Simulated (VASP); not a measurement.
# Gallium: Mo into a neighbouring Ga vacancy

How hard is this move in Gallium: Mo into a neighbouring Ga vacancy? Both ends are relaxed first, then a band of images between them. The start is a cell from a database of measured crystal structures.

Method: PBE; plane waves and PAW (Ga), in the first sound run; inputs show where later runs differ, in VASP 6.6.1.

### Step 1. The host crystal

Symmetry: Cmce, No. 64, orthorhombic system. The conventional cell has a = 4.523 Å, b = 7.661 Å, c = 4.524 Å, α = 90.00°, β = 90.00°, γ = 90.00°. Nearest to Ga lie 5 Ga at 2.48 to 2.73 Å.

Coordinates:

```xyz
4
Lattice="2.2615 -3.8305 0.0000 2.2615 3.8305 0.0000 0.0000 0.0000 4.5240" Properties=species:S:1:pos:R:3 pbc="T T T"
Ga    2.2615    1.1867    1.8956
Ga    2.2615    2.6438    4.1576
Ga    2.2615   -1.1867    2.6284
Ga    2.2615   -2.6438    0.3664
```

### Step 2. Relax the host

First cell and atoms are relaxed at a raised cutoff, so that later runs start from this functional's own cell.

INCAR reads:

```
SYSTEM = Ga
PREC = Accurate
ENCUT = 350
EDIFF = 1E-06
NELM = 120
ISMEAR = 1
SIGMA = 0.15
LREAL = .FALSE.
ALGO = Normal
GGA = PE
NBANDS = 12
LORBIT = 11
LWAVE = .FALSE.
LCHARG = .FALSE.
KPAR = 3
LASPH = .TRUE.
IBRION = 2
NSW = 40
ISIF = 3
EDIFFG = -0.02
POTIM = 0.4
```

POSCAR reads:

```
Ga
1.0
    2.2615000000     -3.8305000000      0.0000000000
    2.2615000000      3.8305000000      0.0000000000
    0.0000000000      0.0000000000      4.5240000000
Ga
4
Direct
    0.3451000000      0.6549000000      0.4190000000
    0.1549000000      0.8451000000      0.9190000000
    0.6549000000      0.3451000000      0.5810000000
    0.8451000000      0.1549000000      0.0810000000
```

KPOINTS reads:

```
Automatic mesh
0
Gamma
6 6 5
0 0 0
```

PAW data sets: Ga (PBE family, release 64).

Launch:

```sh
mpirun -np 3 vasp_std
```

Log:

```text
[banner, memory and clock lines left out]
running    3 mpi-ranks, on    1 nodes
 distrk:  each k-point on    1 cores,    3 groups
 distr:  one band on    1 cores,    1 groups

 POSCAR found type information on POSCAR Ga
 POSCAR found :  1 types and       4 ions
 LDA part: xc-table for (Slater+PW92), standard interpolation
 POSCAR, INCAR and KPOINTS ok, starting setup
 FFT: planning ... GRIDC
 FFT: planning ... GRID_SOFT
 FFT: planning ... GRID
 WAVECAR not read
 entering main loop
       N       E                     dE             d eps       ncg     rms          rms(c)
DAV:   1     0.184108239720E+02    0.18411E+02   -0.33838E+03   936   0.574E+02
DAV:   2    -0.104952043945E+02   -0.28906E+02   -0.27532E+02  1180   0.887E+01
DAV:   3    -0.117338232071E+02   -0.12386E+01   -0.12234E+01  1212   0.189E+01
DAV:   4    -0.117415647586E+02   -0.77416E-02   -0.77266E-02  1084   0.142E+00
DAV:   5    -0.117415973312E+02   -0.32573E-04   -0.32570E-04  1200   0.786E-02    0.485E+00
DAV:   6    -0.116689350693E+02    0.72662E-01   -0.10549E-02  1072   0.998E-01    0.284E+00
DAV:   7    -0.116238278348E+02    0.45107E-01   -0.26845E-02  1016   0.152E+00    0.231E-01
DAV:   8    -0.116240338682E+02   -0.20603E-03   -0.75228E-04  1184   0.169E-01    0.323E-02
DAV:   9    -0.116240515112E+02   -0.17643E-04   -0.45517E-05  1112   0.463E-02    0.100E-02
DAV:  10    -0.116240526796E+02   -0.11684E-05   -0.74659E-06  1172   0.161E-02    0.232E-03
DAV:  11    -0.116240530061E+02   -0.32645E-06   -0.86561E-07   624   0.540E-03
   1 F= -.11624053E+02 E0= -.11623072E+02  d E =-.116241E+02
 curvature:   0.00 expect dE= 0.000E+00 dE for cont linesearch  0.000E+00
 trial: gam= 0.00000 g(F)=  0.424E-03 g(S)=  0.395E-01 ort = 0.000E+00 (trialstep = 0.100E+01)
 search vector abs. value=  0.399E-01
 bond charge predicted
       N       E                     dE             d eps       ncg     rms          rms(c)
DAV:   1    -0.116548295244E+02   -0.30777E-01   -0.25832E-01  1000   0.260E+00    0.471E-01
DAV:   2    -0.116504777599E+02    0.43518E-02   -0.49208E-03  1112   0.481E-01    0.261E-01
DAV:   3    -0.116478290771E+02    0.26487E-02   -0.37846E-03   984   0.334E-01    0.646E-02
DAV:   4    -0.116478441824E+02   -0.15105E-04   -0.65034E-05  1120   0.522E-02    0.370E-02
DAV:   5    -0.116478480167E+02   -0.38344E-05   -0.11763E-05  1052   0.199E-02    0.378E-03
DAV:   6    -0.116478483845E+02   -0.36776E-06   -0.54412E-07   572   0.461E-03
   2 F= -.11647848E+02 E0= -.11647216E+02  d E =-.237954E-01
[...]
3 F= -.11649074E+02 E0= -.11648513E+02  d E =-.250207E-01
[...]
4 F= -.11649079E+02 E0= -.11648513E+02  d E =-.250264E-01
[...]
5 F= -.11649719E+02 E0= -.11649273E+02  d E =-.640041E-03
[...]
6 F= -.11650851E+02 E0= -.11650841E+02  d E =-.177163E-02
[...]
7 F= -.11650873E+02 E0= -.11650919E+02  d E =-.179325E-02
 curvature:  -2.34 expect dE=-0.957E-03 dE for cont linesearch -0.108E-04
 trial: gam= 0.70852 g(F)=  0.287E-03 g(S)=  0.122E-03 ort =-0.552E-04 (trialstep = 0.184E+01)
 search vector abs. value=  0.662E-03
 bond charge predicted
       N       E                     dE             d eps       ncg     rms          rms(c)
DAV:   1    -0.116509917821E+02   -0.11925E-03   -0.12181E-02  1072   0.566E-01    0.473E-02
DAV:   2    -0.116510513948E+02   -0.59613E-04   -0.73254E-04  1080   0.144E-01    0.208E-02
DAV:   3    -0.116510462620E+02    0.51328E-05   -0.62149E-06  1100   0.150E-02    0.844E-03
DAV:   4    -0.116510457592E+02    0.50280E-06   -0.19792E-06   712   0.832E-03
   8 F= -.11651046E+02 E0= -.11651068E+02  d E =-.173078E-03
 trial-energy change:   -0.000173  1 .order   -0.000170   -0.000681    0.000341
 step:   1.2275(harm=  1.2275)  dis= 0.00273  next Energy=   -11.651099 (dE=-0.227E-03)
 reached required accuracy - stopping structural energy minimisation
```

It took 18 s on 3 MPI ranks of Intel Xeon 6975P-C (Granite Rapids), shared host; peak memory 0.46 GiB.

The logs omit lines about the potential files and the build; timing stands in the text.

OUTCAR, selected parts (step 2):

```text
ion  position               nearest neighbor table
   1  0.345  0.655  0.419-   3 2.48   2 2.69   2 2.69   4 2.73   4 2.73   3 2.79   3 2.79
   2  0.155  0.845  0.919-   4 2.48   1 2.69   1 2.69   3 2.73   3 2.73   4 2.79   4 2.79
   3  0.655  0.345  0.581-   1 2.48   4 2.69   4 2.69   2 2.73   2 2.73   1 2.79   1 2.79
   4  0.845  0.155  0.081-   2 2.48   3 2.69   3 2.69   1 2.73   1 2.73   2 2.79   2 2.79

  LATTYP: Found a base centered orthorhombic cell.
 ALAT       =     4.5230000000
 B/A-ratio  =     1.6937873093
 C/A-ratio  =     1.0002210922

 Subroutine GETGRP returns: Found  8 space group operations
 (whereof  4 operations were pure point group operations)

The static configuration has the point symmetry C_2h.
 The point group associated with its full space group is D_2h.

 Found     39 irreducible k-points:

   k-points           NKPTS =     39   k-points in BZ     NKDIM =     39   number of bands    NBANDS=     12

   dimension x,y,z NGX =    28 NGY =   28 NGZ =   28
   dimension x,y,z NGXF=    56 NGYF=   56 NGZF=   56

   ENCUT  =  350.0 eV  25.72 Ry    5.07 a.u.   6.79  6.79  6.90*2*pi/ulx,y,z

   NELECT =      12.0000    total number of electrons

 k-points in reciprocal lattice and weights: Automatic mesh
   0.00000000  0.00000000  0.00000000       0.006
   0.16666667  0.00000000  0.00000000       0.022
   0.33333333 -0.00000000  0.00000000       0.022
   0.50000000 -0.00000000  0.00000000       0.011
   0.16666667  0.16666667  0.00000000       0.011
   0.33333333  0.16666667  0.00000000       0.022
   0.50000000  0.16666667  0.00000000       0.022
  -0.33333333  0.16666667  0.00000000       0.022
  -0.16666667  0.16666667  0.00000000       0.011
[...]
-0.33333333  0.33333333  0.40000000       0.022
   0.50000000  0.50000000  0.40000000       0.011

 average (electrostatic) potential at core
       1 -15.4891       2 -15.4891       3 -15.4891       4 -15.4891

 E-fermi :   1.9758

 k-point     1 :       0.0000    0.0000    0.0000
  band No.  band energies     occupation
    ...
      2      -2.1794      2.00000
      3      -1.4953      2.00000
      4      -0.0001      2.00000
      5       0.3636      2.00000
      6       1.4690      2.00002
      7       2.8982     -0.00000
      8       2.9923     -0.00000
      9       3.1332     -0.00000
     10       6.7769      0.00000
     11       7.2273      0.00000
    ...

 k-point     2 :       0.1667    0.0000    0.0000
  band No.  band energies     occupation
    ...
      2      -2.5836      2.00000
      3      -1.6925      2.00000
      4      -1.3509      2.00000
      5       0.8092      2.00000
      6       1.4844      2.00004
      7       2.5703     -0.00000
      8       4.0394     -0.00000
      9       5.1771      0.00000
     10       5.6141      0.00000
     11       5.8772      0.00000
    ...

 k-point     3 :       0.3333   -0.0000    0.0000
  band No.  band energies     occupation
    ...
      2      -4.5818      2.00000
      3      -1.5877      2.00000
      4      -1.1816      2.00000
      5       0.4649      2.00000
      6       0.8789      2.00000
      7       3.5680     -0.00000
      8       3.7423     -0.00000
      9       4.7831     -0.00000
     10       5.8831      0.00000
     11       7.0967      0.00000
    ...

  Total       -0.0756237     -0.0008320      0.0657979      0.0000000     -0.0000000      0.0000000
  in kB       -1.4764822     -0.0162432      1.2846417      0.0000000     -0.0000000      0.0000000
  external PRESSURE =      -0.0693612 kB  Pullay stress =       0.0000000 kB

  energy-cutoff  :      350.00
  volume of cell :       82.06
      direct lattice vectors                 reciprocal lattice vectors
     2.318203121 -3.862759345 -0.000000000     0.215684292 -0.129441147 -0.000000000
     2.318203121  3.862759345  0.000000000     0.215684292  0.129441147  0.000000000
     0.000000000 -0.000000000  4.582065958     0.000000000 -0.000000000  0.218242166

 POSITION                                       TOTAL-FORCE (eV/Angst)
 -----------------------------------------------------------------------------------
      2.31820      1.20790      1.91984         0.000000     -0.009672     -0.008079
      2.31820      2.65486      4.21087         0.000000      0.009672     -0.008079
      2.31820     -1.20790      2.66223         0.000000      0.009672      0.008079
      2.31820     -2.65486      0.37120         0.000000     -0.009672      0.008079
 -----------------------------------------------------------------------------------
    total drift:                               -0.000000      0.000000     -0.000000

  FREE ENERGIE OF THE ION-ELECTRON SYSTEM (eV)
  ---------------------------------------------------
  free  energy   TOTEN  =       -11.6510457592 eV

  energy  without entropy=      -11.6511125993  energy(sigma->0) =      -11.65106804

 reached required accuracy - stopping structural energy minimisation

 total charge
# of ion       s       p       d       tot
------------------------------------------
    1        1.169   0.998   0.074   2.241
    2        1.169   0.998   0.074   2.241
    3        1.169   0.998   0.074   2.241
    4        1.169   0.998   0.074   2.241
--------------------------------------------------
tot          4.678   3.992   0.297   8.966

[... 3 further parts left out ...]
```

CONTCAR:

```
Ga
   1.00000000000000
     2.3182031209945082   -3.8627593448718249   -0.0000000000000000
     2.3182031209945082    3.8627593448718249    0.0000000000000000
     0.0000000000000000   -0.0000000000000000    4.5820659583287204
  Ga
     4
Direct
     0.3436478607804736    0.6563521392195264    0.4189895192846693
     0.1563521392195264    0.8436478607804736    0.9189895192846693
     0.6563521392195264    0.3436478607804736    0.5810104807153307
     0.8436478607804736    0.1563521392195264    0.0810104807153307
```

The k-mesh is coarse for a metal. The data set Ga keeps the semicore shell frozen, which is cheaper and a little less accurate. The run keeps the 8 symmetry operations of its start, so it cannot find a distortion of lower symmetry.

Relaxation path:

| step | energy less that of the first step (eV) | largest force (eV/Å) | pressure (GPa) | volume (Å³) |
| --- | --- | --- | --- | --- |
| 1 | 0.0000 | 0.0524 | 2.38 | 78.38 |
| 2 | -0.0238 | 0.0278 | 0.50 | 81.06 |
| 3 | -0.0250 | 0.0233 | -0.03 | 81.91 |
| 4 | -0.0250 | 0.0236 | 0.02 | 81.83 |
| 5 | -0.0257 | 0.0272 | 0.01 | 81.89 |
| 6 | -0.0268 | 0.0403 | -0.02 | 82.04 |
| 7 | -0.0268 | 0.0431 | -0.04 | 82.08 |
| 8 | -0.0270 | 0.0126 | -0.01 | 82.06 |

| conventional cell, symmetrised | before | after | change |
| --- | --- | --- | --- |
| a (Å) | 4.523 | 4.636 | +2.5 % |
| b (Å) | 7.661 | 7.726 | +0.8 % |
| c (Å) | 4.524 | 4.582 | +1.3 % |
| volume (Å³/atom) | 19.59 | 20.52 | +4.7 % |

The atoms that moved most (Å, as changes of fractional coordinates times the final cell):

| atom | dx | dy | dz | length |
| --- | --- | --- | --- | --- |
| Ga2 | 0.000 | -0.011 | 0.000 | 0.011 |
| Ga3 | 0.000 | -0.011 | 0.000 | 0.011 |
| Ga1 | 0.000 | 0.011 | 0.000 | 0.011 |
| Ga4 | 0.000 | 0.011 | 0.000 | 0.011 |

The relaxed structure:

```xyz
4
Lattice="2.3182 -3.8628 0.0000 2.3182 3.8628 0.0000 0.0000 0.0000 4.5821" Properties=species:S:1:pos:R:3 pbc="T T T"
Ga    2.3182    1.2079    1.9198
Ga    2.3182    2.6549    4.2109
Ga    2.3182   -1.2079    2.6622
Ga    2.3182   -2.6549    0.3712
```

This step gave:

* electronic cycles: 42
* electrons: 12
* free energy (TOTEN): -11.65 eV
* Fermi energy: 1.976 eV
* labelled metallic, from the levels on this mesh: yes

The run ended after 8 ionic steps, 0.027 eV below its first step, once forces and stress met EDIFFG = -0.02.

(Part 1 of 4 ends here.)

[Lines on the potential files, build, host, timing and source positions are cut from VASP's logs without a mark.]

[Logs are printed without paths, hosts, clocks, repeated set-up lines and the standing remarks that a program may print on its own settings, such as how far it seeks lower states.]

[Hosts, paths, dates, database ids (printed as entryN), source tags and the programs' standing remarks are cut or masked in the printed files.]

[Runs that stopped without an error message from VASP are left out.]
